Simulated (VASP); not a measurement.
Output of a VASP run:

**OUTCAR**
```
 ion  position               nearest neighbor table
   1  0.000  0.000  0.000-   3 2.25   3 2.25   3 2.25   2 2.25   3 2.25   2 2.25   2 2.25   2 2.25
  LATTYP: Found a face centered cubic cell.
 ALAT       =     5.1918000000
 Subroutine PRICEL returns:
 Original cell was already a primitive cell.
 Subroutine GETGRP returns: Found 48 space group operations
The static configuration has the point symmetry O_h .
The dynamic configuration has the point symmetry O_h .
 Subroutine INISYM returns: Found 48 space group operations
 Subroutine IBZKPT returns following result:
 Found     20 irreducible k-points:

 Following reciprocal coordinates:
            Coordinates               Weight
  0.000000  0.000000  0.000000      1.000000
  0.142857  0.000000  0.000000      8.000000
  0.285714  0.000000  0.000000      8.000000
  0.428571  0.000000  0.000000      8.000000
  0.142857  0.142857  0.000000      6.000000
  0.285714  0.142857  0.000000     24.000000
  0.428571  0.142857  0.000000     24.000000
 -0.428571  0.142857  0.000000     24.000000
 -0.285714  0.142857  0.000000     24.000000
 -0.142857  0.142857  0.000000     12.000000
  0.285714  0.285714  0.000000      6.000000
  0.428571  0.285714  0.000000     24.000000
 -0.428571  0.285714  0.000000     24.000000
 -0.285714  0.285714  0.000000     12.000000
  0.428571  0.428571  0.000000      6.000000
 -0.428571  0.428571  0.000000     12.000000
  0.428571  0.285714  0.142857     24.000000
 -0.428571  0.285714  0.142857     48.000000
 -0.428571  0.428571  0.142857     24.000000
 -0.285714  0.428571  0.142857     24.000000
   k-points           NKPTS =     20   k-points in BZ     NKDIM =     20   number of bands    NBANDS=     16
   number of dos      NEDOS =    301   number of ions     NIONS =      3
   total plane-waves  NPLWV =  46656
   dimension x,y,z NGX =    36 NGY =   36 NGZ =   36
   dimension x,y,z NGXF=    72 NGYF=   72 NGZF=   72
   ions per type =               1   2
   PREC   = accura    normal or accurate (medium, high low for compatibility)
   ISTART =      0    job   : 0-new  1-cont  2-samecut
   ICHARG =      2    charge: 1-file 2-atom 10-const
   ISPIN  =      1    spin polarized calculation?
   LNONCOLLINEAR =      F non collinear calculations
   LSORBIT =      F    spin-orbit coupling
   INIWAV =      1    electr: 0-lowe 1-rand  2-diag
   ENCUT  =  800.0 eV  58.80 Ry    7.67 a.u.   8.47  8.47  8.47*2*pi/ulx,y,z
   NELM   =    100;   NELMIN=  2; NELMDL= -5     # of ELM steps
   EDIFF  = 0.1E-05   stopping-criterion for ELM
   LREAL  =      F    real-space projection
   NLSPLINE    = F    spline interpolate recip. space projectors
   LMAXMIX     =    4 max onsite mixed and CHGCAR
   VOSKOWN=      0    Vosko Wilk Nusair interpolation
   EDIFFG = 0.1E-04   stopping-criterion for IOM
   NSW    =      0    number of steps for IOM
   NBLOCK =      1;   KBLOCK =      1    inner block; outer block
   IBRION =     -1    ionic relax: 0-MD 1-quasi-New 2-CG
   NFREE  =      0    steps in history (QN), initial steepest desc. (CG)
   ISIF   =      2    stress and relaxation
   ISYM   =      2    0-nonsym 1-usesym 2-fastsym
   TEIN   =    0.0    initial temperature
   TEBEG  =    0.0;   TEEND  =   0.0 temperature during run
   SMASS  =  -3.00    Nose mass-parameter (am)
   PSTRESS=    0.0 pullay stress
   NELECT =      24.0000    total number of electrons
   EFERMI =   0.00;   METHOD = LEGACY
   ISMEAR =     0;   SIGMA  =   0.05  broadening in eV -4-tet -1-fermi 0-gaus
   IALGO  =     38    algorithm
   LDIAG  =      T    sub-space diagonalisation (order eigenvalues)
   IMIX   =      4    mixing-type and parameters
     AMIX     =   0.40;   BMIX     =  1.00
     AMIX_MAG =   1.60;   BMIX_MAG =  1.00
     AMIN     =   0.10
   GGA     = PE    functional components
   VOSKOWN =     0    Vosko Wilk Nusair interpolation
   LHFCALC =     F    Hartree Fock is set to
   LHFONE  =     F    Hartree Fock one center treatment
   AEXX    =    0.0000 exact exchange contribution
...
```

**OSZICAR**
```
       N       E                     dE             d eps       ncg     rms          rms(c)
DAV:   1     0.256102260047E+03    0.25610E+03   -0.18795E+04   640   0.216E+03
DAV:   2    -0.226911365342E+02   -0.27879E+03   -0.27575E+03   816   0.452E+02
DAV:   3    -0.346078512432E+02   -0.11917E+02   -0.11903E+02   936   0.969E+01
DAV:   4    -0.350377469946E+02   -0.42990E+00   -0.42982E+00   912   0.123E+01
DAV:   5    -0.350429553587E+02   -0.52084E-02   -0.52083E-02   888   0.131E+00    0.222E+01
DAV:   6    -0.286683370050E+02    0.63746E+01   -0.38390E+01   736   0.464E+01    0.870E+00
DAV:   7    -0.285758554756E+02    0.92482E-01   -0.15599E+00   864   0.104E+01    0.538E+00
DAV:   8    -0.285385130696E+02    0.37342E-01   -0.21295E-01   800   0.462E+00    0.517E-01
DAV:   9    -0.285400026552E+02   -0.14896E-02   -0.12039E-02   904   0.920E-01    0.355E-01
DAV:  10    -0.285414138655E+02   -0.14112E-02   -0.38128E-03   728   0.675E-01    0.111E-01
DAV:  11    -0.285414775802E+02   -0.63715E-04   -0.12061E-03   856   0.295E-01    0.122E-01
DAV:  12    -0.285414230374E+02    0.54543E-04   -0.32763E-04   720   0.140E-01    0.351E-03
DAV:  13    -0.285414244052E+02   -0.13678E-05   -0.64659E-06   752   0.225E-02    0.538E-03
DAV:  14    -0.285414250621E+02   -0.65683E-06   -0.17991E-06   664   0.110E-02
   1 F= -.28541425E+02 E0= -.28541425E+02  d E =-.363089E-22
```

**OUTCAR**
```
------------------------ aborting loop because EDIFF is reached ----------------------------------------
  FORCE on cell =-STRESS in cart. coord.  units (eV):
  Direction    XX          YY          ZZ          XY          YZ          ZX
  --------------------------------------------------------------------------------------
  Total       -2.0271207     -2.0271207     -2.0271207      0.0000000     -0.0000000      0.0000000
  in kB      -92.8317029    -92.8317029    -92.8317029      0.0000000     -0.0000000      0.0000000
  external PRESSURE =     -92.8317029 kB  Pullay stress =       0.0000000 kB
  volume of cell :       34.99
      direct lattice vectors                 reciprocal lattice vectors
     0.000000000  2.595900000  2.595900000    -0.192611426  0.192611426  0.192611426
     2.595900000  0.000000000  2.595900000     0.192611426 -0.192611426  0.192611426
     2.595900000  2.595900000  0.000000000     0.192611426  0.192611426 -0.192611426
 POSITION                                       TOTAL-FORCE (eV/Angst)
 -----------------------------------------------------------------------------------
      0.00000      0.00000      0.00000        -0.000000      0.000000     -0.000000
      1.29795      1.29795      1.29795         0.000000     -0.000000     -0.000000
      3.89385      3.89385      3.89385        -0.000000      0.000000      0.000000
 -----------------------------------------------------------------------------------
    total drift:                                0.000000      0.000000      0.000000
  FREE ENERGIE OF THE ION-ELECTRON SYSTEM (eV)
  ---------------------------------------------------
  free  energy   TOTEN  =       -28.5414250621 eV

  energy  without entropy=      -28.5414250621  energy(sigma->0) =      -28.54142506
```
(Selected blocks of OUTCAR.)

File POSCAR:
```
ZrO2
1
    0.0000000000     2.5959000000     2.5959000000
    2.5959000000     0.0000000000     2.5959000000
    2.5959000000     2.5959000000     0.0000000000
Zr O
1 2
Direct
  0.0000000000   0.0000000000   0.0000000000
  0.2500000000   0.2500000000   0.2500000000
  0.7500000000   0.7500000000   0.7500000000
```

Q: Reconstruct the remaining input files.

A: Several could match; the one computed here: the input of the run itself, PBE GGA, plane waves, VASP's PBE PAW potentials (set 64).

### INCAR
```
! general
SYSTEM  = ZrO2
PREC    = Accurate
ENCUT   = 800   ! plane-wave cut-off (eV)
LREAL   = .False.
LASPH   = .True.

! electronic loop
EDIFF   = 1E-6
NELM    = 100
ALGO    = Normal
LMAXMIX = 4   ! l cut-off of mixed one-centre charges

! smearing
ISMEAR  = 0
SIGMA   = 0.05   ! width (eV)

! functional
GGA     = PE

! ions
ISIF    = 2   ! forces and stress, cell fixed

! output
LWAVE   = .False.
LCHARG  = .False.
```

File KPOINTS:
```
Automatic mesh
0
Gamma
7 7 7
0 0 0
```

POTCAR, in this order: Zr_sv O (PBE.64 set). Program: vasp_std.

The compound is ZrO2 in the fluorite structure, the high-temperature cubic form, which is unstable at 0 K; the monoclinic form is the stable one. The cell was not relaxed at this level. The run is one of a series of settings (ENCUT = 800 against the base run), some of them coarse on purpose.
